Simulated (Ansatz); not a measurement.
Runs of Ansatz 0.2.0 on WS2. Symmetry: R3m, No. 160, trigonal system. The conventional cell has a = 3.158 Å, b = 3.158 Å, c = 18.490 Å, α = 90.00°, β = 90.00°, γ = 120.00°. Around W (site symmetry 3m) lie 6 S at 2.39 to 2.42 Å. Around S (site symmetry 3m) lie 3 W at 2.42 Å. Around S (site symmetry 3m) lie 3 W at 2.39 Å. Measurements of this composition are mostly on another form, of space group No. 194.

```csv
task,level,cell,points for each segment of the path,gap on the mesh (eV),pressure (GPa),relaxed volume (Å³/atom),largest force (eV/Å)
band structure,HSE06,as given,4,(a),0.1,-,0.65
band structure,PBE0,as given,4,2.20,0.0,-,0.66
relaxation of cell and atoms,HSE06,relaxed,-,2.19,0.0,20.98,-
relaxation of cell and atoms,PBE0,relaxed,-,2.86,0.0,(b),-
```

Alike in all rows: potentials or basis Ansatz PAW; no spin polarisation; k mesh 6 × 6 × 6; cutoff (eV) 420; smearing fermi-dirac 0.05 eV.

Task: Estimate the missing entries.

Result: (a) 1.54; (b) 20.95.

Caveats: spin-orbit coupling is left out, which moves the levels of the heavy elements; the PAW data sets come from PBE, with cores solved anew for the run's functional, which leaves a small shift of forces and pressure; the thresholds are loose for stress (some runs); the volume moved by over 15 % at a fixed basis, so the end points are rough (some runs); the plane-wave basis is chosen anew once the cell has moved, so the energies of steps on either side of that aren't comparable (some runs).

A k mesh can miss the band edges, and the runs leave out spin-orbit coupling on W.
